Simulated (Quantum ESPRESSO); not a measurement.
# Zn (Fm-3m) in Quantum ESPRESSO: settings compared

The runs below take Zn through band structure, single point, equation of state, with PBEsol, LDA.

Everything below comes from runs of Quantum ESPRESSO 7.5. Logs are shortened: lines on timing, memory, paths and dates and some standing lists are left out, and cuts for length are marked.

## 1. The structure

The structure is cubic, space group Fm-3m (No. 225). Conventional cell: a = 3.930 Å, b = 3.930 Å, c = 3.930 Å, α = 90.00°, β = 90.00°, γ = 90.00°. Zn (site symmetry m-3m) is surrounded by 12 Zn at 2.78 Å.

This isn't the form of Zn at room conditions, which is hcp.

## 2. Band structure, PBEsol

pw.in

```
&CONTROL
  calculation = 'scf'
  prefix = 'pwscf'
  outdir = './tmp'
  pseudo_dir = './pseudo'
  tprnfor = .true.
  tstress = .true.
  disk_io = 'low'
/
&SYSTEM
  ibrav = 0
  nat = 1
  ntyp = 1
  ecutwfc = 56
  ecutrho = 448
  nbnd = 16
  occupations = 'smearing'
  smearing = 'fd'
  degauss = 0.00367493
/
&ELECTRONS
  conv_thr = 2d-10
  electron_maxstep = 120
  mixing_beta = 0.5
/
ATOMIC_SPECIES
Zn    65.3800 zn_pbesol_v1.uspp.F.UPF
CELL_PARAMETERS angstrom
   0.0000000000    1.9647760000    1.9647760000
   1.9647760000    0.0000000000    1.9647760000
   1.9647760000    1.9647760000    0.0000000000
ATOMIC_POSITIONS crystal
Zn     0.0000000000    0.0000000000    0.0000000000
K_POINTS automatic
12 12 12 0 0 0
```

bands.in

```
&CONTROL
  calculation = 'bands'
  prefix = 'pwscf'
  outdir = './tmp'
  pseudo_dir = './pseudo'
  disk_io = 'low'
  verbosity = 'high'
/
&SYSTEM
  ibrav = 0
  nat = 1
  ntyp = 1
  ecutwfc = 56
  ecutrho = 448
  nbnd = 16
  occupations = 'smearing'
  smearing = 'fd'
  degauss = 0.00367493
/
&ELECTRONS
  conv_thr = 1d-08
  electron_maxstep = 120
  mixing_beta = 0.5
  diago_full_acc = .true.
  startingwfc = 'random'
/
ATOMIC_SPECIES
Zn    65.3800 zn_pbesol_v1.uspp.F.UPF
CELL_PARAMETERS angstrom
   0.0000000000    1.9647760000    1.9647760000
   1.9647760000    0.0000000000    1.9647760000
   1.9647760000    1.9647760000    0.0000000000
ATOMIC_POSITIONS crystal
Zn     0.0000000000    0.0000000000    0.0000000000
K_POINTS crystal
60
 0.0000000000  0.0000000000  0.0000000000 1
 0.0625000000  0.0000000000  0.0625000000 1
 0.1250000000  0.0000000000  0.1250000000 1
 0.1875000000  0.0000000000  0.1875000000 1
 0.2500000000  0.0000000000  0.2500000000 1
 0.3125000000  0.0000000000  0.3125000000 1
 0.3750000000  0.0000000000  0.3750000000 1
 0.4375000000  0.0000000000  0.4375000000 1
 0.5000000000  0.0000000000  0.5000000000 1
 0.5000000000  0.0625000000  0.5625000000 1
 0.5000000000  0.1250000000  0.6250000000 1
 0.5000000000  0.1875000000  0.6875000000 1
 0.5000000000  0.2500000000  0.7500000000 1
 0.4375000000  0.3125000000  0.7500000000 1
 0.3750000000  0.3750000000  0.7500000000 1
 0.3375000000  0.3375000000  0.6750000000 1
 0.3000000000  0.3000000000  0.6000000000 1
 0.2625000000  0.2625000000  0.5250000000 1
 0.2250000000  0.2250000000  0.4500000000 1
 0.1875000000  0.1875000000  0.3750000000 1
 0.1500000000  0.1500000000  0.3000000000 1
 0.1125000000  0.1125000000  0.2250000000 1
 0.0750000000  0.0750000000  0.1500000000 1
 0.0375000000  0.0375000000  0.0750000000 1
 0.0000000000  0.0000000000  0.0000000000 1
 0.0625000000  0.0625000000  0.0625000000 1
 0.1250000000  0.1250000000  0.1250000000 1
 0.1875000000  0.1875000000  0.1875000000 1
 0.2500000000  0.2500000000  0.2500000000 1
 0.3125000000  0.3125000000  0.3125000000 1
 0.3750000000  0.3750000000  0.3750000000 1
 0.4375000000  0.4375000000  0.4375000000 1
 0.5000000000  0.5000000000  0.5000000000 1
 0.5250000000  0.4500000000  0.5250000000 1
 0.5500000000  0.4000000000  0.5500000000 1
 0.5750000000  0.3500000000  0.5750000000 1
 0.6000000000  0.3000000000  0.6000000000 1
 0.6250000000  0.2500000000  0.6250000000 1
 0.5833333333  0.2500000000  0.6666666667 1
 0.5416666667  0.2500000000  0.7083333333 1
 0.5000000000  0.2500000000  0.7500000000 1
 0.5000000000  0.2857142857  0.7142857143 1
 0.5000000000  0.3214285714  0.6785714286 1
 0.5000000000  0.3571428571  0.6428571429 1
 0.5000000000  0.3928571429  0.6071428571 1
 0.5000000000  0.4285714286  0.5714285714 1
 0.5000000000  0.4642857143  0.5357142857 1
 0.5000000000  0.5000000000  0.5000000000 1
 0.4821428571  0.4821428571  0.5357142857 1
 0.4642857143  0.4642857143  0.5714285714 1
 0.4464285714  0.4464285714  0.6071428571 1
 0.4285714286  0.4285714286  0.6428571429 1
 0.4107142857  0.4107142857  0.6785714286 1
 0.3928571429  0.3928571429  0.7142857143 1
 0.3750000000  0.3750000000  0.7500000000 1
 0.6250000000  0.2500000000  0.6250000000 1
 0.5937500000  0.1875000000  0.5937500000 1
 0.5625000000  0.1250000000  0.5625000000 1
 0.5312500000  0.0625000000  0.5312500000 1
 0.5000000000  0.0000000000  0.5000000000 1
```

Potentials or basis: GBRV 1.5 PBEsol.

On the command line:

```sh
$ OMP_NUM_THREADS=1 mpirun -n 2 pw.x -nk 2 -in pw.in > pw.out
$ OMP_NUM_THREADS=1 mpirun -n 2 pw.x -nk 2 -in bands.in > bands.out
```

pw.out:

```text
This program is part of the open-source Quantum ESPRESSO suite
     for quantum simulation of materials; please cite
         "P. Giannozzi et al., J. Phys.:Condens. Matter 21 395502 (2009);
         "P. Giannozzi et al., J. Phys.:Condens. Matter 29 465901 (2017);
         "P. Giannozzi et al., J. Chem. Phys. 152 154105 (2020);
     in publications or presentations arising from this work. More details at

     Message from routine setup:
     using ibrav=0 with symmetry is DISCOURAGED, use correct ibrav instead

     K-points division:     npool     =       2
     Subspace diagonalization in iterative solution of the eigenvalue problem:
     a serial algorithm will be used

     G-vector sticks info
     --------------------
     sticks:   dense  smooth     PW     G-vecs:    dense   smooth      PW
     Sum         847     433    139                16361     5817    1067

     Using Slab Decomposition

     bravais-lattice index     =            0
     lattice parameter (alat)  =       5.2508  a.u.
     unit-cell volume          =     102.3684 (a.u.)^3
     number of atoms/cell      =            1
     number of atomic types    =            1
     number of electrons       =        20.00
     number of Kohn-Sham states=           16
     kinetic-energy cutoff     =      56.0000  Ry
     charge density cutoff     =     448.0000  Ry
     scf convergence threshold =      2.0E-10
     mixing beta               =       0.5000
     number of iterations used =            8  plain     mixing
     Exchange-correlation= SLA  PW   PSX  PSC
                           (   1   4  10   8   0   0   0)

     celldm(1)=   5.250817  celldm(2)=   0.000000  celldm(3)=   0.000000
     celldm(4)=   0.000000  celldm(5)=   0.000000  celldm(6)=   0.000000

     crystal axes: (cart. coord. in units of alat)
               a(1) = (   0.000000   0.707107   0.707107 )
               a(2) = (   0.707107   0.000000   0.707107 )
               a(3) = (   0.707107   0.707107   0.000000 )

     reciprocal axes: (cart. coord. in units 2 pi/alat)
               b(1) = ( -0.707107  0.707107  0.707107 )
               b(2) = (  0.707107 -0.707107  0.707107 )
               b(3) = (  0.707107  0.707107 -0.707107 )

     PseudoPot. # 1 for Zn read from file:
     zn_pbesol_v1.uspp.F.UPF
     Pseudo is Ultrasoft, Zval = 20.0
     Generated by new atomic code, or converted to UPF format
     Using radial grid of  943 points,  6 beta functions with:
                l(1) =   0
                l(2) =   0
                l(3) =   1
                l(4) =   1
                l(5) =   2
                l(6) =   2
     Q(r) pseudized with  8 coefficients,  rinner =    1.100   1.100   1.100
                                                       1.100   1.100

     atomic species   valence    mass     pseudopotential
     Zn               20.00    65.38000     Zn( 1.00)

     48 Sym. Ops., with inversion, found

   Cartesian axes

     site n.     atom                  positions (alat units)
         1        Zn     tau(   1) = (   0.0000000   0.0000000   0.0000000  )

     number of k points=    72  Fermi-Dirac smearing, width (Ry)=  0.0037
                       cart. coord. in units 2pi/alat
        k(    1) = (   0.0000000   0.0000000   0.0000000), wk =   0.0011574
        k(    2) = (   0.0589256   0.0589256  -0.0589256), wk =   0.0092593
        k(    3) = (   0.1178511   0.1178511  -0.1178511), wk =   0.0092593
        k(    4) = (   0.1767767   0.1767767  -0.1767767), wk =   0.0092593
        k(    5) = (   0.2357023   0.2357023  -0.2357023), wk =   0.0092593
        k(    6) = (   0.2946278   0.2946278  -0.2946278), wk =   0.0092593
[... 64 lines left out ...]
        k(   71) = (  -0.7071068   0.2357023   0.0000000), wk =   0.0138889
        k(   72) = (  -0.7071068   0.3535534   0.0000000), wk =   0.0069444

     Dense  grid:    16361 G-vectors     FFT dimensions: (  36,  36,  36)

     Smooth grid:     5817 G-vectors     FFT dimensions: (  25,  25,  25)

     Initial potential from superposition of free atoms

     starting charge      19.9999, renormalised to      20.0000
     Starting wfcs are   13 randomized atomic wfcs +    3 random wfcs

     Self-consistent Calculation

     iteration #  1     ecut=    56.00 Ry     beta= 0.50
     Davidson diagonalization with overlap
     ethr =  1.00E-02,  avg # of iterations =  4.4

     Threshold (ethr) on eigenvalues was too large:
     Diagonalizing with lowered threshold

     Davidson diagonalization with overlap
     ethr =  1.76E-04,  avg # of iterations =  1.4

     total energy              =    -461.22651390 Ry
     estimated scf accuracy    <       0.03491663 Ry

     iteration #  2     ecut=    56.00 Ry     beta= 0.50
     Davidson diagonalization with overlap
     ethr =  1.75E-04,  avg # of iterations =  2.0
[... 43 lines left out ...]
     total energy              =    -461.23915584 Ry
     estimated scf accuracy    <          2.4E-10 Ry

     iteration #  9     ecut=    56.00 Ry     beta= 0.50
     Davidson diagonalization with overlap
     ethr =  1.22E-12,  avg # of iterations =  1.9

     End of self-consistent calculation

          k = 0.0000 0.0000 0.0000 (   725 PWs)   bands (ev):

  -112.7967 -67.0979 -67.0979 -67.0979   2.9746   5.7846   5.7846   5.7846
     6.1675   6.1675  31.5648  31.5648  31.5648  31.9381  34.1308  34.1308

          k = 0.0589 0.0589-0.0589 (   728 PWs)   bands (ev):

  -112.7966 -67.0993 -67.0981 -67.0981   3.1837   5.7680   5.8079   5.8079
     6.1611   6.1611  28.4524  30.9447  30.9447  31.7668  35.0961  35.0961
[... 298 lines left out ...]
  -112.7940 -67.1166 -67.1087 -67.1060   5.2525   5.3360   6.1824   6.3302
     6.4995  12.5109  16.4537  17.7343  20.8095  28.2232  31.3453  41.8512

          k =-0.0000-0.4714 0.5893 (   720 PWs)   bands (ev):

  -112.7940 -67.1149 -67.1110 -67.1053   5.3347   5.4832   6.0103   6.2436
     6.4646  14.2650  15.0276  16.0941  21.4872  28.7253  34.9182  40.2307

          k =-0.7071 0.1179-0.0000 (   720 PWs)   bands (ev):

  -112.7940 -67.1179 -67.1074 -67.1066   5.1604   5.2276   6.3778   6.3915
     6.5267  12.7499  15.2517  20.0567  20.4161  27.4544  28.4244  45.0805

          k =-0.2357-0.4714 0.7071 (   728 PWs)   bands (ev):

  -112.7945 -67.1142 -67.1072 -67.1033   5.4962   5.5241   5.7954   6.2618
     6.3088   9.2529  18.9419  19.4668  22.6636  32.0280  32.3323  36.4270

          k =-0.1768-0.4125 0.6482 (   723 PWs)   bands (ev):
[... 26 lines left out ...]
  -112.7940 -67.1157 -67.1096 -67.1066   5.3308   5.4016   6.0402   6.2713
     6.5268  13.8981  15.7843  17.6895  18.5290  31.0685  31.9778  39.9825

          k =-0.7071 0.3536 0.0000 (   724 PWs)   bands (ev):

  -112.7940 -67.1126 -67.1126 -67.1066   5.4376   5.6835   5.6835   6.1898
     6.5269  15.5875  15.5875  16.4195  17.3898  34.9208  35.2778  35.2778

     the Fermi energy is    13.2957 ev

!    total energy              =    -461.23915584 Ry
     estimated scf accuracy    <          3.3E-12 Ry
     smearing contrib. (-TS)   =      -0.00024389 Ry
     internal energy E=F+TS    =    -461.23891195 Ry

     The total energy is F=E-TS. E is the sum of the following terms:
     one-electron contribution =    -359.43852942 Ry
     hartree contribution      =     186.88308753 Ry
     xc contribution           =     -41.71338037 Ry
     ewald contribution        =    -246.97008970 Ry

     convergence has been achieved in   9 iterations

     Forces acting on atoms (cartesian axes, Ry/au):

     atom    1 type  1   force =     0.00000000    0.00000000    0.00000000

     Total force =     0.000000     Total SCF correction =     0.000000

     Computing stress (Cartesian axis) and pressure

          total   stress  (Ry/bohr**3)                   (kbar)     P=      -51.68
  -0.00035134   0.00000000   0.00000000          -51.68        0.00        0.00
   0.00000000  -0.00035134   0.00000000            0.00      -51.68        0.00
   0.00000000   0.00000000  -0.00035134            0.00        0.00      -51.68

=------------------------------------------------------------------------------=
   JOB DONE.
=------------------------------------------------------------------------------=
```

Wall time 9.4 s (2 MPI ranks of Arm Neoverse V2, shared host); peak memory 0.18 GiB.

What came out:

```
Free energy            : -6275.4784 eV
Pressure               : -5.2 GPa
Band gap on the k mesh : none (metal or under the smearing width)
```

Levels at the corners of the path, in eV from the Fermi level:
| point | band 7 | band 8 | band 9 | band 10 | band 11 | band 12 | band 13 | band 14 |
| --- | --- | --- | --- | --- | --- | --- | --- | --- |
| Γ | -7.51 | -7.51 | -7.13 | -7.13 | 18.27 | 18.27 | 18.27 | 18.64 |
| X | -6.86 | -6.77 | -6.77 | -0.97 | 1.78 | 8.41 | 8.41 | 12.09 |
| W | -7.61 | -7.11 | -6.77 | 2.29 | 2.29 | 3.12 | 4.09 | 21.63 |
| K | -7.21 | -7.04 | -6.86 | 0.80 | 1.60 | 2.70 | 9.95 | 13.45 |
| Γ | -7.51 | -7.51 | -7.13 | -7.13 | 18.27 | 18.27 | 18.27 | 18.64 |
| L | -7.52 | -6.84 | -6.84 | -2.87 | -1.32 | 15.24 | 15.24 | 17.25 |
| U | -7.21 | -7.04 | -6.86 | 0.80 | 1.60 | 2.70 | 9.95 | 13.45 |
| W | -7.61 | -7.11 | -6.77 | 2.29 | 2.29 | 3.12 | 4.09 | 21.63 |
| L | -7.52 | -6.84 | -6.84 | -2.87 | -1.32 | 15.24 | 15.24 | 17.25 |
| K | -7.21 | -7.04 | -6.86 | 0.80 | 1.60 | 2.70 | 9.95 | 13.45 |
| U | -7.21 | -7.04 | -6.86 | 0.80 | 1.60 | 2.70 | 9.95 | 13.45 |
| X | -6.86 | -6.77 | -6.77 | -0.97 | 1.78 | 8.41 | 8.41 | 12.09 |

## 3. Single point, LDA, 14.26 Å³/atom

pw.in: that of step 2 with these lines changed.

```diff
@@ -7,3 +7,3 @@
   tstress = .true.
-  disk_io = 'low'
+  disk_io = 'nowf'
 /
@@ -26,7 +26,7 @@
 ATOMIC_SPECIES
-Zn    65.3800 zn_pbesol_v1.uspp.F.UPF
+Zn    65.3800 zn_lda_v1.uspp.F.UPF
 CELL_PARAMETERS angstrom
-   0.0000000000    1.9647760000    1.9647760000
-   1.9647760000    0.0000000000    1.9647760000
-   1.9647760000    1.9647760000    0.0000000000
+   0.0000000000    1.9246672763    1.9246672763
+   1.9246672763    0.0000000000    1.9246672763
+   1.9246672763    1.9246672763    0.0000000000
 ATOMIC_POSITIONS crystal
```

Potentials or basis: GBRV 1.5 LDA.

On the command line:

```sh
$ OMP_NUM_THREADS=1 mpirun -n 2 pw.x -nk 2 -in pw.in > pw.out
```

It took 5.8 s on 2 MPI ranks of Arm Neoverse V2, shared host; peak memory 0.18 GiB.

It converged, with:

- Free energy: -6275.4755 eV
- Pressure: -4.7 GPa
- Band gap on the k mesh: none (metal or under the smearing width)

## 4. Single point, LDA, 14.56 Å³/atom

pw.in: that of step 3 with these lines changed.

```diff
@@ -28,5 +28,5 @@
 CELL_PARAMETERS angstrom
-   0.0000000000    1.9246672763    1.9246672763
-   1.9246672763    0.0000000000    1.9246672763
-   1.9246672763    1.9246672763    0.0000000000
+   0.0000000000    1.9382217178    1.9382217178
+   1.9382217178    0.0000000000    1.9382217178
+   1.9382217178    1.9382217178    0.0000000000
 ATOMIC_POSITIONS crystal
```

On the command line:

```sh
$ OMP_NUM_THREADS=1 mpirun -n 2 pw.x -nk 2 -in pw.in > pw.out
```

It took 5.8 s on 2 MPI ranks of Arm Neoverse V2, shared host; peak memory 0.18 GiB.

It converged, with:

| Quantity | Value |
| --- | --- |
| Free energy | -6275.4655 eV |
| Pressure | -6.2 GPa |
| Band gap on the k mesh | none (metal or under the smearing width) |

## 5. Single point, LDA, 14.87 Å³/atom

pw.in: that of step 4 with these lines changed.

```diff
@@ -28,5 +28,5 @@
 CELL_PARAMETERS angstrom
-   0.0000000000    1.9382217178    1.9382217178
-   1.9382217178    0.0000000000    1.9382217178
-   1.9382217178    1.9382217178    0.0000000000
+   0.0000000000    1.9515891866    1.9515891866
+   1.9515891866    0.0000000000    1.9515891866
+   1.9515891866    1.9515891866    0.0000000000
 ATOMIC_POSITIONS crystal
```

On the command line:

```sh
$ OMP_NUM_THREADS=1 mpirun -n 2 pw.x -nk 2 -in pw.in > pw.out
```

It took 5.9 s on 2 MPI ranks of Arm Neoverse V2, shared host; peak memory 0.18 GiB.

It converged, with:

```
Free energy            : -6275.4529 eV
Pressure               : -7.4 GPa
Band gap on the k mesh : none (metal or under the smearing width)
```

## 6. Single point, LDA, 15.17 Å³/atom

pw.in: that of step 5 with these lines changed.

```diff
@@ -28,5 +28,5 @@
 CELL_PARAMETERS angstrom
-   0.0000000000    1.9515891866    1.9515891866
-   1.9515891866    0.0000000000    1.9515891866
-   1.9515891866    1.9515891866    0.0000000000
+   0.0000000000    1.9647760000    1.9647760000
+   1.9647760000    0.0000000000    1.9647760000
+   1.9647760000    1.9647760000    0.0000000000
 ATOMIC_POSITIONS crystal
```

Potentials or basis: GBRV 1.5 LDA.

On the command line:

```sh
$ OMP_NUM_THREADS=1 mpirun -n 2 pw.x -nk 2 -in pw.in > pw.out
```

Wall time 6 s (2 MPI ranks of Arm Neoverse V2, shared host); peak memory 0.18 GiB.

The run converged. Its results:

```
Free energy            : -6275.4381 eV
Pressure               : -8.5 GPa
Band gap on the k mesh : none (metal or under the smearing width)
```

## 7. Single point, LDA, 15.47 Å³/atom

pw.in: that of step 6 with these lines changed.

```diff
@@ -28,5 +28,5 @@
 CELL_PARAMETERS angstrom
-   0.0000000000    1.9647760000    1.9647760000
-   1.9647760000    0.0000000000    1.9647760000
-   1.9647760000    1.9647760000    0.0000000000
+   0.0000000000    1.9777881408    1.9777881408
+   1.9777881408    0.0000000000    1.9777881408
+   1.9777881408    1.9777881408    0.0000000000
 ATOMIC_POSITIONS crystal
```

On the command line:

```sh
$ OMP_NUM_THREADS=1 mpirun -n 2 pw.x -nk 2 -in pw.in > pw.out
```

It took 6 s on 2 MPI ranks of Arm Neoverse V2, shared host; peak memory 0.18 GiB.

Results (log left out):

| Item | Value |
| --- | --- |
| Free energy | -6275.4213 eV |
| Pressure | -9.5 GPa |
| Band gap on the k mesh | none (metal or under the smearing width) |

## 8. Single point, LDA, 15.78 Å³/atom

pw.in: that of step 7 with these lines changed.

```diff
@@ -28,5 +28,5 @@
 CELL_PARAMETERS angstrom
-   0.0000000000    1.9777881408    1.9777881408
-   1.9777881408    0.0000000000    1.9777881408
-   1.9777881408    1.9777881408    0.0000000000
+   0.0000000000    1.9906312808    1.9906312808
+   1.9906312808    0.0000000000    1.9906312808
+   1.9906312808    1.9906312808    0.0000000000
 ATOMIC_POSITIONS crystal
```

On the command line:

```sh
$ OMP_NUM_THREADS=1 mpirun -n 2 pw.x -nk 2 -in pw.in > pw.out
```

Run time: 6.1 s. Hardware: 2 MPI ranks of Arm Neoverse V2, shared host; peak memory 0.18 GiB.

Results (log left out):

* Free energy: -6275.4029 eV
* Pressure: -10.3 GPa
* Band gap on the k mesh: none (metal or under the smearing width)

## 9. Single point, LDA, 16.08 Å³/atom

pw.in: that of step 8 with these lines changed.

```diff
@@ -28,5 +28,5 @@
 CELL_PARAMETERS angstrom
-   0.0000000000    1.9906312808    1.9906312808
-   1.9906312808    0.0000000000    1.9906312808
-   1.9906312808    1.9906312808    0.0000000000
+   0.0000000000    2.0033108028    2.0033108028
+   2.0033108028    0.0000000000    2.0033108028
+   2.0033108028    2.0033108028    0.0000000000
 ATOMIC_POSITIONS crystal
```

Potentials or basis: GBRV 1.5 LDA.

On the command line:

```sh
$ OMP_NUM_THREADS=1 mpirun -n 2 pw.x -nk 2 -in pw.in > pw.out
```

It took 5.1 s on 2 MPI ranks of Arm Neoverse V2, shared host; peak memory 0.18 GiB.

Results (log left out):

| Quantity | Value |
| --- | --- |
| Free energy | -6275.3832 eV |
| Pressure | -10.9 GPa |
| Band gap on the k mesh | none (metal or under the smearing width) |

## 10. Equation of state, LDA

Potentials or basis: GBRV 1.5 LDA.

No new run: the results of the series are fitted here.

What came out:

| Item | Value |
| --- | --- |
| Equilibrium volume | 13.54 Å³/atom (rough: see the caveat) |
| Bulk modulus | 101 GPa (rough) |

Energy against volume, from the lowest point:
| volume (Å³/atom) | energy (meV/atom) |
| --- | --- |
| 14.259 | 0.00 |
| 14.563 | 10.01 |
| 14.866 | 22.60 |
| 15.169 | 37.42 |
| 15.473 | 54.19 |
| 15.776 | 72.58 |
| 16.080 | 92.34 |

Caveat: the minimum lies outside the volumes run.
